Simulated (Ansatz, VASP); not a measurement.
## Cr in VASP and in Ansatz

POSCAR

```
Cr
1.0
   -1.4844496776      1.4844496776      1.4844496776
    1.4844496776     -1.4844496776      1.4844496776
    1.4844496776      1.4844496776     -1.4844496776
Cr
1
Direct
    0.0000000000      0.0000000000      0.0000000000
```

The input INCAR.step1:

```
SYSTEM = Cr
  PREC = Accurate
  ENCUT = 520
  ISMEAR = 1
  SIGMA = 0.1
  LREAL = .False.
  LASPH = .True.
  NELM = 150
  ISPIN = 2
  MAGMOM = 0
  LMAXMIX = 4
  NBANDS = 16
  GGA = PE
  ALGO = Normal
  EDIFF = 1E-4
  LWAVE = .True.
  LCHARG = .False.
```

The input INCAR.step2:

```
SYSTEM = Cr
  PREC = Accurate
  ENCUT = 520
  EDIFF = 1E-6
  ISMEAR = 1
  SIGMA = 0.1
  LREAL = .False.
  LASPH = .True.
  NELM = 150
  ALGO = Normal
  ISIF = 2
  LWAVE = .False.
  LCHARG = .False.
  ISPIN = 2
  MAGMOM = 0
  LORBIT = 11
  LMAXMIX = 4
  METAGGA = R2SCAN
  LMIXTAU = .True.
  IVDW = 13
  VDW_S6 = 1.0
  VDW_S8 = 0.6018749
  VDW_A1 = 0.51559235
  VDW_A2 = 5.77342911
  NBANDS = 16
  ISTART = 1
```

The input KPOINTS:

```
Automatic mesh
0
Gamma
  12 12 12
  0 0 0
```

input.yaml

```yaml
crystal:
  lattice:
    - [-1.4844496776, 1.4844496776, 1.4844496776]
    - [1.4844496776, -1.4844496776, 1.4844496776]
    - [1.4844496776, 1.4844496776, -1.4844496776]
  atoms:
    - { symbol: Cr, position: [0.0, 0.0, 0.0] }
hamiltonian:
  xc: r2scan
  pseudopotentials: { kind: paw }
  dispersion: d4
magnetization:
  spin_polarized: true
kpoints:
  mp_grid: { grid: [12, 12, 12] }
scf:
  occupations: { method: methfessel_paxton, width: 0.1 }
output:
  forces: true
  stress: true
  eigenvalues: true
  bader: true
  populations: intrinsic
```

Alike in both runs: functional r2SCAN; dispersion D4; k mesh 12 × 12 × 12; occupations methfessel-paxton of order 1, width 0.1 eV; collinear spin.

|  | VASP | Ansatz |
| --- | --- | --- |
| version | VASP 6.6.1 | Ansatz 0.2.0 |
| potentials or method | VASP PAW PBE potentials, release 64 (Cr_pv) | Ansatz PAW |
| plane-wave cutoff (eV) | 520 | 500 |
| valence electrons in the cell | 12 | 14 |
| task | single point | atomic charges |

```csv
,VASP,Ansatz,Ansatz less VASP
gap on the k mesh at the Fermi level (eV),none,none,-
net moment per atom (μB),0.00,0.00,0.000
dispersion energy (meV/atom),-136.3,-136.4,-0.11
```

A gap of «none» marks a metal or a gap that the smearing closes. The two sets of potentials don't hold the same shells in valence.

Caveats: the magnetic or orbital state may not be the lowest (Ansatz).
